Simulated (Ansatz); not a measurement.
HfN:

```
Hf N
1.0
     2.82503    0.00000    0.00000
     0.00000    2.82503    0.00000
     0.00000    0.00000    2.82503
Hf N
1 1
Direct
  0.50000 0.50000 0.50000
  0.00000 0.00000 0.00000
```

The cell was built by a generator and needn't be a form met in nature.

- Program: Ansatz 0.2.0
- Task: relaxation of cell and atoms
- Functional: HSEsol
- Potentials or basis: Ansatz PAW
- Cutoff: 420 eV (not typed: the program's choice for these potentials)
- k mesh: 5 × 5 × 5
- Occupations: fermi-dirac, width 0.05 eV
- Spin: no spin polarisation

At the start: volume 11.27 Å³/atom.

Q: Where does the relaxation end?

A: It ends after 7 steps and the volume is 10.72 Å³/atom (-4.9 %); space group Pm-3m (No. 221, to 0.05 Å).

Step by step:
| step | energy change (eV) | largest force (eV/Å) | volume (Å³) |
| --- | --- | --- | --- |
| 1 | 0.0000 | 0.0000 | 22.55 |
| 2 | -0.0236 | 0.0000 | 20.70 |
| 3 | -0.0465 | 0.0000 | 21.52 |
| 4 | -0.0467 | 0.0000 | 21.46 |
| 5 | -0.0447 | 0.0000 | 21.46 |
| 6 | -0.0447 | 0.0000 | 21.45 |
| 7 | -0.0445 | 0.0000 | 21.45 |

Final structure:
```cif
data_structure
_symmetry_space_group_name_H-M 'P 1'
_symmetry_Int_Tables_number 1
_cell_length_a 2.7783
_cell_length_b 2.7783
_cell_length_c 2.7783
_cell_angle_alpha 90.000
_cell_angle_beta 90.000
_cell_angle_gamma 90.000
_cell_volume 21.45
loop_
_atom_site_label
_atom_site_type_symbol
_atom_site_fract_x
_atom_site_fract_y
_atom_site_fract_z
_atom_site_occupancy
Hf1 Hf 0.50000 0.50000 0.50000 1
N1 N 0.00000 0.00000 0.00000 1
```

Caveat: the k mesh is coarse (spacing up to 0.44 Å⁻¹), so the values aren't converged, least of all with exact exchange; the plane-wave basis is chosen anew once the cell has moved, so the energies of steps on either side of that aren't comparable; the pressure holds a Pulay correction of +0.4 GPa for the finite cutoff; the PAW data sets come from PBE, with cores solved anew for the run's functional, which leaves a small shift of forces and pressure.
